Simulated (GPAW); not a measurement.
Something may be wrong with this GPAW 26.7.0 calculation of LiH.

The input run.py:

```python
import json
import numpy as np
import spglib
from ase import Atoms
from ase.constraints import FixSymmetry
from ase.filters import FrechetCellFilter
from ase.io import read, write
from ase.optimize import BFGS
from phonopy import Phonopy
from phonopy.structure.atoms import PhonopyAtoms
from gpaw import GPAW, PW

atoms = read('LiH.cif')
cell, positions, numbers = spglib.find_primitive(
    (atoms.cell[:], atoms.get_scaled_positions(), atoms.numbers), symprec=1e-4)
atoms = Atoms(numbers, cell=cell, scaled_positions=positions, pbc=True)

calc = GPAW(mode=PW(680),
            xc='LDA',
            kpts={'size': (6, 6, 6), 'gamma': True},
            occupations={'name': 'fermi-dirac', 'width': 0.05},
            nbands=8,
            convergence={'density': 1e-06, 'eigenstates': 1e-09},
            maxiter=50,
            nelm=400,
            txt='gpaw.txt')
atoms.calc = calc
atoms.set_constraint(FixSymmetry(atoms))
BFGS(FrechetCellFilter(atoms), trajectory='relax.traj', logfile='-').run(fmax=0.005, steps=40)
atoms.set_constraint()
energy = atoms.get_potential_energy()
forces = atoms.get_forces()
stress = atoms.get_stress()
calc.write('gs.gpw')
write('result.traj', atoms)
print('Cell:', atoms.cell.cellpar().round(4))
print(atoms.get_scaled_positions().round(5))

def force_constants(scale):
    unit = PhonopyAtoms(symbols=atoms.get_chemical_symbols(), cell=atoms.cell[:] * scale**(1 / 3),
                        scaled_positions=atoms.get_scaled_positions())
    ph = Phonopy(unit, supercell_matrix=np.diag([2, 2, 2]), primitive_matrix=np.eye(3), symprec=1e-4)
    ph.generate_displacements(distance=0.02)
    forces = []
    for i, sc in enumerate(ph.supercells_with_displacements):
        a = Atoms(sc.symbols, cell=sc.cell, scaled_positions=sc.scaled_positions, pbc=True)
        c = GPAW(mode=PW(680),
                 xc='LDA',
                 kpts={'size': (3, 3, 3), 'gamma': True},
                 occupations={'name': 'fermi-dirac', 'width': 0.05},
                 nbands=33,
                 convergence={'density': 1e-06, 'eigenstates': 1e-09},
                 maxiter=50,
                 nelm=400,
                 txt=f'disp-{scale:.3f}-{i:02d}.txt')
        a.calc = c
        f = a.get_forces()
        forces.append(f - f.mean(axis=0))
        print(f'displacement {i}: drift', f.mean(axis=0).round(5), flush=True)
    ph.forces = forces
    ph.produce_force_constants()
    ph.symmetrize_force_constants()
    return ph

qpoints = [[0.0, 0.0, 0.0], [0.0, 0.0, 0.5], [0.0, 0.5, 0.0], [0.0, 0.5, 0.5], [0.5, 0.0, 0.0], [0.5, 0.0, 0.5], [0.5, 0.5, 0.0], [0.5, 0.5, 0.5]]
results = {}
for scale in [0.99, 1.0, 1.01]:
    ph = force_constants(scale)
    ph.run_qpoints(qpoints)
    nu = ph.qpoints.frequencies * 33.35641  # THz to cm^-1
    results[f'{scale:.3f}'] = nu.tolist()
    for qp, f in zip(qpoints, nu):
        print(scale, np.round(qp, 4), f.round(2))

lo, mid, hi = (np.array(results[x]) for x in ('0.990', '1.000', '1.010'))
gamma = np.where(abs(mid) > 5, -(hi - lo) / (np.log(1.01 / 0.99) * np.where(abs(mid) > 5, mid, 1)), 0)
results['gamma'] = gamma.tolist()
print('Mode Grueneisen parameters:')
print(gamma.round(3))
json.dump(results, open('phonons.json', 'w'))
```

File LiH.cif:

```cif
data_LiH
_cell_length_a 4.07350000
_cell_length_b 4.07350000
_cell_length_c 4.07350000
_cell_angle_alpha 90.00000000
_cell_angle_beta 90.00000000
_cell_angle_gamma 90.00000000
_space_group_name_H-M_alt 'Fm-3m'
_space_group_name_Hall '-F 4 2 3'
_space_group_IT_number 225
loop_
_space_group_symop_operation_xyz
'x,y,z'
'-x,-y,-z'
'-y,x,z'
'y,-x,-z'
'-x,-y,z'
'x,y,-z'
'y,-x,z'
'-y,x,-z'
'x,-y,-z'
'-x,y,z'
'-y,-x,-z'
'y,x,z'
'-x,y,-z'
'x,-y,z'
'y,x,-z'
'-y,-x,z'
'z,x,y'
'-z,-x,-y'
'z,-y,x'
'-z,y,-x'
'z,-x,-y'
'-z,x,y'
'z,y,-x'
'-z,-y,x'
'-z,x,-y'
'z,-x,y'
'-z,-y,-x'
'z,y,x'
'-z,-x,y'
'z,x,-y'
'-z,y,x'
'z,-y,-x'
'y,z,x'
'-y,-z,-x'
'x,z,-y'
'-x,-z,y'
'-y,z,-x'
'y,-z,x'
'-x,z,y'
'x,-z,-y'
'-y,-z,x'
'y,z,-x'
'-x,-z,-y'
'x,z,y'
'y,-z,-x'
'-y,z,x'
'x,-z,y'
'-x,z,-y'
'x,y+1/2,z+1/2'
'-x,-y+1/2,-z+1/2'
'-y,x+1/2,z+1/2'
'y,-x+1/2,-z+1/2'
'-x,-y+1/2,z+1/2'
'x,y+1/2,-z+1/2'
'y,-x+1/2,z+1/2'
'-y,x+1/2,-z+1/2'
'x,-y+1/2,-z+1/2'
'-x,y+1/2,z+1/2'
'-y,-x+1/2,-z+1/2'
'y,x+1/2,z+1/2'
'-x,y+1/2,-z+1/2'
[... 41 lines left out ...]
'y+1/2,-x,z+1/2'
'-y+1/2,x,-z+1/2'
'x+1/2,-y,-z+1/2'
'-x+1/2,y,z+1/2'
'-y+1/2,-x,-z+1/2'
'y+1/2,x,z+1/2'
'-x+1/2,y,-z+1/2'
'x+1/2,-y,z+1/2'
'y+1/2,x,-z+1/2'
'-y+1/2,-x,z+1/2'
'z+1/2,x,y+1/2'
'-z+1/2,-x,-y+1/2'
'z+1/2,-y,x+1/2'
'-z+1/2,y,-x+1/2'
'z+1/2,-x,-y+1/2'
'-z+1/2,x,y+1/2'
'z+1/2,y,-x+1/2'
'-z+1/2,-y,x+1/2'
'-z+1/2,x,-y+1/2'
'z+1/2,-x,y+1/2'
'-z+1/2,-y,-x+1/2'
'z+1/2,y,x+1/2'
'-z+1/2,-x,y+1/2'
'z+1/2,x,-y+1/2'
'-z+1/2,y,x+1/2'
'z+1/2,-y,-x+1/2'
'y+1/2,z,x+1/2'
'-y+1/2,-z,-x+1/2'
'x+1/2,z,-y+1/2'
'-x+1/2,-z,y+1/2'
'-y+1/2,z,-x+1/2'
'y+1/2,-z,x+1/2'
'-x+1/2,z,y+1/2'
'x+1/2,-z,-y+1/2'
'-y+1/2,-z,x+1/2'
'y+1/2,z,-x+1/2'
'-x+1/2,-z,-y+1/2'
'x+1/2,z,y+1/2'
'y+1/2,-z,-x+1/2'
'-y+1/2,z,x+1/2'
'x+1/2,-z,y+1/2'
'-x+1/2,z,-y+1/2'
'x+1/2,y+1/2,z'
'-x+1/2,-y+1/2,-z'
'-y+1/2,x+1/2,z'
'y+1/2,-x+1/2,-z'
'-x+1/2,-y+1/2,z'
'x+1/2,y+1/2,-z'
'y+1/2,-x+1/2,z'
'-y+1/2,x+1/2,-z'
'x+1/2,-y+1/2,-z'
'-x+1/2,y+1/2,z'
'-y+1/2,-x+1/2,-z'
'y+1/2,x+1/2,z'
'-x+1/2,y+1/2,-z'
'x+1/2,-y+1/2,z'
'y+1/2,x+1/2,-z'
'-y+1/2,-x+1/2,z'
'z+1/2,x+1/2,y'
'-z+1/2,-x+1/2,-y'
'z+1/2,-y+1/2,x'
'-z+1/2,y+1/2,-x'
'z+1/2,-x+1/2,-y'
'-z+1/2,x+1/2,y'
'z+1/2,y+1/2,-x'
'-z+1/2,-y+1/2,x'
'-z+1/2,x+1/2,-y'
'z+1/2,-x+1/2,y'
'-z+1/2,-y+1/2,-x'
'z+1/2,y+1/2,x'
'-z+1/2,-x+1/2,y'
'z+1/2,x+1/2,-y'
'-z+1/2,y+1/2,x'
'z+1/2,-y+1/2,-x'
'y+1/2,z+1/2,x'
'-y+1/2,-z+1/2,-x'
'x+1/2,z+1/2,-y'
'-x+1/2,-z+1/2,y'
'-y+1/2,z+1/2,-x'
'y+1/2,-z+1/2,x'
'-x+1/2,z+1/2,y'
'x+1/2,-z+1/2,-y'
'-y+1/2,-z+1/2,x'
'y+1/2,z+1/2,-x'
'-x+1/2,-z+1/2,-y'
'x+1/2,z+1/2,y'
'y+1/2,-z+1/2,-x'
'-y+1/2,z+1/2,x'
'x+1/2,-z+1/2,y'
'-x+1/2,z+1/2,-y'
loop_
_atom_site_label
_atom_site_type_symbol
_atom_site_symmetry_multiplicity
_atom_site_Wyckoff_symbol
_atom_site_fract_x
_atom_site_fract_y
_atom_site_fract_z
_atom_site_occupancy
Li1 Li 4 a 0.0000000000 0.0000000000 0.0000000000 1
H1 H 4 b 0.5000000000 0.0000000000 0.0000000000 1
```

Potentials or basis: the program's PAW data sets (release 1.2.1) made for this functional, pw.

Command:

```bash
$ OMP_NUM_THREADS=1 python run.py
```

gpaw.txt:

```text
Traceback (most recent call last):
  File "run.py", line 18, in <module>
  File "__init__.py", line 240, in GPAW
TypeError: GPAW() got an unexpected keyword argument 'nelm'
```

Task: How did it end, and where is the flaw?

Result: The program refused the input. The input holds a flaw that was put in on purpose: keyword that the code doesn't know (nelm = 400).
